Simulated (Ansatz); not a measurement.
Crystal: C.

```
C
1.0
     0.00000    1.78337    1.78337
     1.78337    0.00000    1.78337
     1.78337    1.78337    0.00000
C
2
Cartesian
  2.6751 2.6751 2.6751
  1.7834 1.7834 1.7834
```

This isn't the form of C at room conditions, which is graphite.

Base run:

| Quantity | Value |
| --- | --- |
| Program | Ansatz 0.2.0 |
| Functional | PBEsol |
| Potentials or basis | Ansatz PAW |
| Cutoff | 420 eV (not typed: the program's choice for these potentials) |
| k mesh | 13 × 13 × 13 |
| Occupations | fermi-dirac, width 0.05 eV |
| Spin | no spin polarisation |

Its results: band gap on the k mesh 4.02 eV, indirect (least direct gap 5.54 eV); pressure -4.8 GPa.

**Question.** The run is repeated on the same cell with these changes: functional from PBEsol to revPBE. What comes out?

**Answer.** Band gap on the k mesh 4.14 eV, indirect (least direct gap 5.60 eV); pressure 6.4 GPa.

revPBE binds less tightly than PBEsol, so the same cell stands under more pressure.

Caveats: the PAW data sets come from PBE, with cores solved anew for the run's functional, which leaves a small shift of forces and pressure.
